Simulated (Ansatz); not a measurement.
**BaTiO3: one crystal by all-electron and frozen-core methods**

Aim: solve BaTiO3 at one geometry with full-potential LAPW, PAW on the default files and datasets made for this crystal, and see where they agree.

Program: Ansatz 0.2.0. Level of theory: DFT PBE, scalar-relativistic. These are calculated values, not measurements.

## 1. The system as given

Symmetry: Amm2, No. 38, orthorhombic system. The conventional cell has a = 3.984 Å, b = 5.674 Å, c = 5.692 Å, α = 90.00°, β = 90.00°, γ = 90.00°. Ba (site symmetry mm2) is surrounded by 12 O at 2.80 to 2.89 Å. Ti (site symmetry mm2) has 6 O at 1.95 to 2.07 Å as nearest neighbours. O (site symmetry mm2) has 2 Ti at 1.99 Å and 4 Ba at 2.80 to 2.89 Å as nearest neighbours. O (site symmetry m) has 2 Ti at 1.95 to 2.07 Å and 4 Ba at 2.82 to 2.84 Å as nearest neighbours.

As a file:

```
Ba Ti O
1.0
     3.98410    0.00000    0.00000
     0.00000    2.83705    2.84580
     0.00000   -2.83705    2.84580
Ba Ti O
1 1 3
Direct
  0.00000 0.00000 0.00000
  0.50000 0.50790 0.50790
  0.00000 0.49210 0.49210
  0.50000 0.50251 0.99371
  0.50000 0.99371 0.50251
```

Structure: COD 9016084, as refined from experiment and not relaxed.

Atoms are numbered in the order of the input: Ba1, Ti2, O3, O4, O5.

## 2. Full-potential LAPW

input.yaml

```yaml
crystal:
  lattice:
    - [3.9841, 0.0, 0.0]
    - [0.0, 2.83705, 2.8458]
    - [0.0, -2.83705, 2.8458]
  atoms:
    - { symbol: Ba, position: [0.0, 0.0, 0.0] }
    - { symbol: Ti, position: [0.5, 0.5079, 0.5079] }
    - { symbol: O, position: [0.0, 0.4921, 0.4921] }
    - { symbol: O, position: [0.5, 0.50251, 0.99371] }
    - { symbol: O, position: [0.5, 0.99371, 0.50251] }
kpoints:
  mp_grid: { grid: [8, 8, 8] }
  band_path:
    path:
      - [0.0, 0.0, 0.0]
      - [0.0, 0.5, 0.5]
      - [0.0, 0.5015349898, 0.4984650102]
      - [0.0, 0.4984650102, -0.4984650102]
      - [0.0, 0.0, 0.0]
      - [0.5, 0.0, 0.0]
      - [0.5, 0.4984650102, -0.4984650102]
      - [0.5, 0.5015349898, 0.4984650102]
      - [0.5, 0.5, 0.5]
    npoints: 14
scf:
  occupations: { method: fermi_dirac, width: 0.05 }
hamiltonian:
  xc: pbe
  pseudopotentials: { kind: all_electron, lapw: { basis_error: 0.001 } }
output:
  forces: true
  stress: true
  eigenvalues: true
  populations: true
  dos: { projected: true, de: 0.2, e_range: [-14, 8] }
```

Command:

```console
ansatz run input.yaml --threads 2 --pin off --max-ram 6144MiB --backend cpu --events-out ev --progress --plain --runs-dir out
```

## 3. PAW on the default files

input.yaml: that of step 2 with these lines changed.

```diff
@@ -29,3 +29,3 @@
   xc: pbe
-  pseudopotentials: { kind: all_electron, lapw: { basis_error: 0.001 } }
+  pseudopotentials: { kind: paw }
 output:
@@ -34,3 +34,9 @@
   eigenvalues: true
+  efg: { contact_densities: true }
   populations: true
+  bader: true
   dos: { projected: true, de: 0.2, e_range: [-14, 8] }
+  write_density: true
+  write_potential: true
+  elf: true
+  volumetric_format: npy
```

## 4. Datasets made for this crystal

input.yaml: that of step 3 with these lines changed.

```diff
@@ -24,3 +24,3 @@
       - [0.5, 0.5, 0.5]
-    npoints: 14
+    npoints: 8
 scf:
@@ -29,3 +29,3 @@
   xc: pbe
-  pseudopotentials: { kind: paw }
+  pseudopotentials: { kind: all_electron, datasets: crystal }
 output:
@@ -35,8 +35 @@
   efg: { contact_densities: true }
-  populations: true
-  bader: true
-  dos: { projected: true, de: 0.2, e_range: [-14, 8] }
-  write_density: true
-  write_potential: true
-  elf: true
-  volumetric_format: npy
```

(Steps that only read results are left out.)

**Question.** What will these runs give? Wanted: pressure; gap; largest force; Bader charges; highest ELF.

As calculated:

| quantity | value |
| --- | --- |
| pressure | LAPW 1.93, PAW 1.92, crystal datasets 1.93 GPa |
| gap (LAPW) | 1.85 eV, indirect from A0 to Γ |
| largest force | LAPW 0.201, PAW 0.201, crystal datasets 0.201 eV/Å |
| Bader charges (PAW) | Ba1 +1.53, Ti2 +2.22, O3 -1.25, O4 -1.25 e |
| highest ELF (PAW) | 0.83, 0.61 Å from O |

At this geometry the cell is under compression of 1.9 GPa, so it would expand if let go. A gap opens: 1.85 eV, indirect from A0 to Γ. Spin-orbit coupling is left out, though the cell holds Ba; it can shift such gaps by tenths of an eV. The top eV of the valence band is mostly O 2p (95 % of the projected weight). The projection holds only the free atom's occupied shells (Ba 5p, Ti 3d, O 2s, O 2p in this range). The field gradient at O4, the largest by crystal datasets, is 2.57 by PAW and 2.48 by crystal datasets (10²¹ V/m²), within 5 %. No spin–orbit coupling: at heavy atoms the gradients can be off by tens of per cent for that reason. In pressure, PAW differs from LAPW by -0.01 GPa and less than 0.01 eV in the gap. The forces differ by at most 1 meV/Å in a component, on a largest force of 0.201 eV/Å. LAPW took about 4 times as long as PAW (92 s against 25 s, on a shared host and with the outputs that each input asks for).

The gaps are Kohn-Sham values of a semilocal functional, not quasiparticle or optical gaps. Such gaps usually fall short of the measured ones.
